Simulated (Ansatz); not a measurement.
# PbO₂: frozen-core PAW against all-electron methods

```
CELL_PARAMETERS angstrom
0.00000 2.70387 2.70387
2.70387 0.00000 2.70387
2.70387 2.70387 0.00000
ATOMIC_POSITIONS crystal
Pb 0.00000 0.00000 0.00000
O 0.25000 0.25000 0.25000
O 0.75000 0.75000 0.75000
```

Atom numbers follow the list: Pb1, O2, O3.

The structure comes from a relaxation in the same program, started in the fluorite type, and has space group Fm-3m. Whether it is a known phase or the ground state wasn't checked.

No spin–orbit coupling, which matters for the heavy atoms here.

All numbers are computed: DFT, PBE, PAW with Ansatz's default frozen-core files, scalar-relativistic (Ansatz 0.2.0); DFT, PBE, all-electron PAW with datasets made for the crystal, scalar-relativistic (Ansatz 0.2.0); DFT, PBE, all-electron LAPW, scalar-relativistic (Ansatz 0.2.0).

For PAW: a Γ-centred 11×11×11 k mesh, Fermi–Dirac smearing of 0.08 eV, cutoff 420 eV, no spin polarisation. The crystal-made all-electron datasets (AE datasets) take a cutoff of 340 eV at this cell. LAPW targets a basis error of 1 meV/atom. The Ansatz runs share mesh, smearing and spin set-up. Plane-wave (PAW) pressures include the program's estimate of the Pulay term.

Stress and pressure are positive in compression.

Levels count from the Fermi level.

```json
{"quantity": "pressure (GPa)", "PAW": "0.02", "AE datasets": "0.04", "LAPW": "0.04"}
{"quantity": "highest filled level at Γ (eV)", "PAW": "-1.285", "AE datasets": "-1.286", "LAPW": "-1.286"}
{"quantity": "lowest empty level at Γ (eV)", "PAW": "6.909", "AE datasets": "6.903", "LAPW": "6.903"}
{"quantity": "highest filled level at W (eV)", "PAW": "-0.078", "AE datasets": "-0.078", "LAPW": "-0.078"}
{"quantity": "lowest empty level at W (eV)", "PAW": "2.146", "AE datasets": "2.144", "LAPW": "2.144"}
{"quantity": "highest filled level at X (eV)", "PAW": "-0.229", "AE datasets": "-0.228", "LAPW": "-0.228"}
{"quantity": "lowest empty level at X (eV)", "PAW": "1.588", "AE datasets": "1.585", "LAPW": "1.585"}
```

PAW's pressure differs from the LAPW value by -0.02 GPa.
